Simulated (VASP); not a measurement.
A run of VASP 6.6.1:

The input INCAR:

```
ALGO     = Normal         # electronic algorithm
EDIFF    = 1E-7           # SCF threshold, eV
EDIFFG   = -0.005         # ionic threshold
ENCUT    = 600            # plane-wave cutoff, eV
GGA      = PE             # functional
IBRION   = 2              # ionic algorithm
ISIF     = 3              # what is computed and relaxed
ISMEAR   = 0              # smearing method
LASPH    = T              # aspherical terms in the spheres
LCHARG   = F              # write CHGCAR
LREAL    = F              # projectors in reciprocal space
LWAVE    = F              # write WAVECAR
NELM     = 80             # most SCF steps
NSW      = 90             # ionic steps
PREC     = Accurate       # precision mode
SIGMA    = 0.03           # smearing width, eV
```

KPOINTS

```
k-points
0
Gamma
  9 9 5
```

File POSCAR:

```
ZnO                                     
1.0
    3.2863600051      0.0000000000     -0.0000000000
   -1.6431800026      2.8460712504      0.0000000000
    0.0000000000      0.0000000000      5.2998172768
  Zn              O             
     2     2
Direct
     0.3333333332999970    0.6666666667000030    0.4998171835816887
     0.6666666667000030    0.3333333332999970    0.9998171835816887
     0.6666666667000030    0.3333333332999970    0.3791928164183123
     0.3333333332999970    0.6666666667000030    0.8791928164183123
```

Potentials or basis: VASP PAW PBE potentials, release 64 (Zn, O).

Launch:

```bash
$ cat potpaw_PBE.64/Zn/POTCAR potpaw_PBE.64/O/POTCAR > POTCAR
$ mpirun -np 1 vasp_std > vasp.out
```

Hardware: 1 thread of Intel(R) Xeon(R) 6975P-C (Granite Rapids) (shared host).

Problem. Estimate the wall time of this run.

Solution. Wall time 60 s on 1 thread of Intel(R) Xeon(R) 6975P-C (Granite Rapids), on a shared host, peak memory 0.19 GiB. Counts: scf iterations 27, k points 36, ion steps 3.
